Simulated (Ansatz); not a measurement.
BaZrO3: the functional and the phonons

BaZrO3 in the perovskite structure, relaxed with PBE.

```
CELL_PARAMETERS angstrom
4.22728 0.00000 0.00000
0.00000 4.22728 0.00000
0.00000 0.00000 4.22728
ATOMIC_POSITIONS crystal
Ba 0.00000 0.00000 0.00000
Zr 0.50000 0.50000 0.50000
O 0.50000 0.50000 0.00000
O 0.50000 0.00000 0.50000
O 0.00000 0.50000 0.50000
```

DFT in Ansatz; PBE; Ansatz hand-made PAW at 930 eV; k mesh 4×4×4; fixed occupations; no spin. Harmonic phonons by linear response, frequencies in cm⁻¹, imaginary ones marked i; at Γ the three translations are left out and no LO–TO term is added.

Caveats: coarse k mesh; the program warns that the mesh is coarse for the field response; soft modes or ε∞ of this crystal moved by over a tenth between k meshes, so they aren't converged.

At 15.11 Å³ an atom it gives top Γ mode (cm⁻¹) 470; lowest Γ mode (cm⁻¹) 81; mean ε∞ 4.83; mean Born charge of Ba (e) 2.74.

Repeat with LDA in its relaxed cell, PBEsol in its relaxed cell, on the same kind of potentials and mesh. What changes?


```tsv
functional	cutoff (eV)	volume (Å³/atom)	top Γ mode (cm⁻¹)	lowest Γ mode (cm⁻¹)	mean ε∞	mean Born charge of Ba (e)
LDA in its relaxed cell	930	14.27	525	83	4.87	2.75
PBEsol in its relaxed cell	930	14.61	501	82	4.89	2.75
```
